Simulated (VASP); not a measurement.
A run of VASP 6.6.1 is set up as follows.

INCAR

```
SYSTEM = Cu
PREC = Accurate ; ENCUT = 520
EDIFF = 1E-7 ; ISMEAR = 0
SIGMA = 0.1 ; LREAL = .False.
LASPH = .True. ; NELM = 80
ALGO = Fast ; ISIF = 2
LWAVE = .False. ; LCHARG = .False.
GGA = PE ; NBANDS = 12
```

Contents of KPOINTS:

```
Automatic mesh
0
Gamma
  6 6 6
  0 0 0
```

The input POSCAR:

```
Cu                                      
1.0
    0.0000000000      1.8036021097      1.8036021097
    1.8036021097      0.0000000000      1.8036021097
    1.8036021097      1.8036021097     -0.0000000000
  Cu            
     1
Direct
     0.0000000000000000    0.0000000000000000    0.0000000000000000
```

Potentials or basis: VASP PAW PBE potentials, release 64 (Cu).

Command:

```bash
$ cat potpaw_PBE.64/Cu/POTCAR > POTCAR
$ mpirun -np 1 vasp_std > vasp.out
```

Task: Estimate the pressure.

Result: 4.4 GPa.

Task: Estimate the band gap on the k mesh.

Result: None (metal or under the smearing width).

Caveat: the k mesh is coarse (spacing up to 0.50 Å⁻¹), so the values aren't converged.
